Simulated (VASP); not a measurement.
Computed with PBE GGA, VASP's PBE PAW potentials (set 64) (plane waves; VASP 6.6.1).

Input for VASP

**KPOINTS**
```
Automatic mesh
0
gamma
 6 6 6
```

**POSCAR**
```
SrF2
1
    0.0000000000     2.9333246790     2.9333246790
    2.9333246790     0.0000000000     2.9333246790
    2.9333246790     2.9333246790     0.0000000000
Sr F
1 2
Direct
  0.0000000000   0.0000000000   0.0000000000
  0.2500000000   0.2500000000   0.2500000000
  0.7500000000   0.7500000000   0.7500000000
```

**INCAR**
```
EDIFF = 1E-7
ISMEAR = 0   ! Gaussian
ISIF = 2   ! forces and stress, cell fixed
LASPH = .TRUE.   ! aspherical one-centre terms
SYSTEM = SrF2
LMAXMIX = 4   ! l cut-off of mixed one-centre charges
PREC = Accurate
LWAVE = .FALSE.
ALGO = Normal   ! blocked Davidson
SIGMA = 0.05   ! width (eV)
LCHARG = .FALSE.
ENCUT = 600   ! plane-wave cut-off (eV)
LREAL = .FALSE.
NELM = 100   ! most electronic steps
GGA = PE   ! PBE
```

POTCAR, in this order: Sr_sv F (PBE.64 set). Program: vasp_std.

Output of the run:

**OSZICAR**
```
       N       E                     dE             d eps       ncg     rms          rms(c)
DAV:   1     0.159739531279E+03    0.15974E+03   -0.15166E+04   512   0.163E+03
DAV:   2    -0.118513385555E+02   -0.17159E+03   -0.16931E+03   640   0.327E+02
DAV:   3    -0.184432461209E+02   -0.65919E+01   -0.65847E+01   712   0.673E+01
DAV:   4    -0.186300013066E+02   -0.18676E+00   -0.18674E+00   728   0.857E+00
DAV:   5    -0.186327867373E+02   -0.27854E-02   -0.27854E-02   688   0.891E-01    0.146E+01
DAV:   6    -0.170506126734E+02    0.15822E+01   -0.84607E+00   512   0.201E+01    0.124E+01
DAV:   7    -0.170478397147E+02    0.27730E-02   -0.22200E-01   688   0.415E+00    0.654E+00
DAV:   8    -0.170669881028E+02   -0.19148E-01   -0.42153E-02   640   0.258E+00    0.543E-01
DAV:   9    -0.170745290034E+02   -0.75409E-02   -0.10397E-02   664   0.727E-01    0.355E-01
DAV:  10    -0.170759529237E+02   -0.14239E-02   -0.13277E-03   552   0.281E-01    0.935E-02
DAV:  11    -0.170761509319E+02   -0.19801E-03   -0.18142E-04   608   0.941E-02    0.200E-02
DAV:  12    -0.170761729331E+02   -0.22001E-04   -0.32491E-05   648   0.392E-02    0.209E-02
DAV:  13    -0.170761727050E+02    0.22807E-06   -0.26526E-06   640   0.133E-02    0.380E-03
DAV:  14    -0.170761726533E+02    0.51783E-07   -0.37505E-07   552   0.504E-03
   1 F= -.17076173E+02 E0= -.17076173E+02  d E =-.155105E-18
```

File OUTCAR:
```
------------------------ aborting loop because EDIFF is reached ----------------------------------------
  FORCE on cell =-STRESS in cart. coord.  units (eV):
  Direction    XX          YY          ZZ          XY          YZ          ZX
  --------------------------------------------------------------------------------------
  Total       -0.0522431     -0.0522431     -0.0522431      0.0000000      0.0000000      0.0000000
  in kB       -1.6581711     -1.6581711     -1.6581711      0.0000000      0.0000000      0.0000000
  external PRESSURE =      -1.6581711 kB  Pullay stress =       0.0000000 kB
  volume of cell :       50.48
      direct lattice vectors                 reciprocal lattice vectors
     0.000000000  2.933324679  2.933324679    -0.170455048  0.170455048  0.170455048
     2.933324679  0.000000000  2.933324679     0.170455048 -0.170455048  0.170455048
     2.933324679  2.933324679  0.000000000     0.170455048  0.170455048 -0.170455048
 POSITION                                       TOTAL-FORCE (eV/Angst)
 -----------------------------------------------------------------------------------
      0.00000      0.00000      0.00000         0.000000      0.000000      0.000000
      1.46666      1.46666      1.46666         0.000000      0.000000      0.000000
      4.39999      4.39999      4.39999        -0.000000     -0.000000     -0.000000
 -----------------------------------------------------------------------------------
    total drift:                                0.000000      0.000000      0.000000
  FREE ENERGIE OF THE ION-ELECTRON SYSTEM (eV)
  ---------------------------------------------------
  free  energy   TOTEN  =       -17.0761726533 eV

  energy  without entropy=      -17.0761726533  energy(sigma->0) =      -17.07617265
```
(Selected blocks of OUTCAR.)

The compound is SrF2 in the fluorite structure. It was relaxed first.
